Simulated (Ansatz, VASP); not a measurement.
## MgH2: VASP beside Ansatz

The input INCAR:

```
ALGO = Fast ; EDIFF = 1E-6
ENCUT = 520 ; GGA = PE
ISIF = 2 ; ISMEAR = -1
LASPH = True ; LCHARG = False
LREAL = False ; LWAVE = False
NBANDS = 13 ; NELM = 80
PREC = Accurate ; SIGMA = 0.1
```

Contents of KPOINTS:

```
k-points
0
Gamma
  4 4 6
```

Contents of POSCAR:

```
MgH2
1.0
    4.4836760000      0.0000000000      0.0000000000
    0.0000000000      4.4836760000      0.0000000000
    0.0000000000      0.0000000000      2.9983490000
H Mg
4 2
Direct
    0.3060000000      0.3060000000      0.0000000000
    0.1940000000      0.8060000000      0.5000000000
    0.6940000000      0.6940000000      0.0000000000
    0.8060000000      0.1940000000      0.5000000000
    0.0000000000      0.0000000000      0.0000000000
    0.5000000000      0.5000000000      0.5000000000
```

Input for Ansatz:

```yaml
crystal:
  lattice:
    - [4.483676, 0.0, 0.0]
    - [0.0, 4.483676, 0.0]
    - [0.0, 0.0, 2.998349]
  atoms:
    - { symbol: H, position: [0.306, 0.306, 0.0] }
    - { symbol: H, position: [0.194, 0.806, 0.5] }
    - { symbol: H, position: [0.694, 0.694, 0.0] }
    - { symbol: H, position: [0.806, 0.194, 0.5] }
    - { symbol: Mg, position: [0.0, 0.0, 0.0] }
    - { symbol: Mg, position: [0.5, 0.5, 0.5] }
  symmetry: { tolerance: 0.0003 }
kpoints:
  mp_grid: { grid: [4, 4, 6], shift: [0, 0, 0] }
magnetization:
  spin_polarized: false
scf:
  occupations: { method: fermi_dirac }
  convergence: { dr2_threshold: 1.0e-06 }
  lower_state_search: light
hamiltonian:
  pseudopotentials: { kind: paw }
  xc: pbe
basis:
  ecutwfc: 420
output:
  forces: true
  stress: true
  eigenvalues: true
  write_density: true
  write_potential: true
  elf: true
  volumetric_format: npy
```

Alike in both runs: task single point; functional PBE; k mesh 4 × 4 × 6; no spin polarisation.

```csv
,VASP,Ansatz
version,VASP 6.6.1,Ansatz 0.2.0
potentials or method,"VASP PAW PBE potentials, release 64 (H, Mg)",PAW plane waves
plane-wave cutoff (eV),520,420
occupations,"fermi-dirac, width 0.1 eV",fermi-dirac
valence electrons in the cell,8,24
```

Ansatz gave:

* gap on the k mesh at the Fermi level (eV): 3.98
* pressure (GPa): 1.1
* largest component of the traceless stress (GPa): 0.19
* rms of the force components (eV/Å): 0.032

Estimate VASP's values.

gap on the k mesh at the Fermi level (eV): 3.96; pressure (GPa): 0.8; largest component of the traceless stress (GPa): 0.14; rms of the force components (eV/Å): 0.032.

Atom by atom the forces differ by 0.000 eV/Å (rms over components). The two sets of potentials don't hold the same shells in valence. Ansatz warned: «force_scf_threshold_loose».

A k mesh can miss the band edges.
